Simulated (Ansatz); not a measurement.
# Moving the dispersion correction in LiH

The cell as given:

The structure is cubic, space group Fm-3m (No. 225). The conventional cell has a = 4.074 Å, b = 4.074 Å, c = 4.074 Å, α = 90.00°, β = 90.00°, γ = 90.00°. Li (site symmetry m-3m) is surrounded by 6 H at 2.04 Å. H (site symmetry m-3m) is surrounded by 6 Li at 2.04 Å.

Kept alike: task relaxation of cell and atoms; functional PBEsol; k mesh 11 × 11 × 11; occupations fermi-dirac, width 0.05 eV; no spin polarisation. Program: Ansatz, Ansatz PAW, cutoff 420 eV. The mesh is that of the run's cell of 2 atoms. No spin-orbit coupling.

| dispersion correction | volume (Å³/atom) |
| --- | --- |
| D3(BJ) | 7.282 |
| D3(BJ)-ATM | 7.383 |
| D4 | 7.735 |
| none | 7.885 |

The relaxations keep at least the cell's symmetry (Fm-3m). Relaxations stop with a little pressure left, so the last digits of a volume or edge aren't settled. Ansatz's relaxations hold a Pulay term in the stress (up to 0.1 GPa here). All rows use potentials made for PBE.

**Question.** What does the dispersion correction change here?

**Answer.** The volume runs from 7.282 (D3(BJ)) to 7.885 Å³/atom (none). Against no correction: D3(BJ) -7.6 %; D3(BJ)-ATM -6.4 %; D4 -1.9 %. Dispersion terms mostly attract and so lower the volume; the schemes' coefficients and damping set how far. Measured: 8.508 Å³/atom (a printed reference work); nearest none, 0.62 Å³/atom off. The runs are for a static lattice.
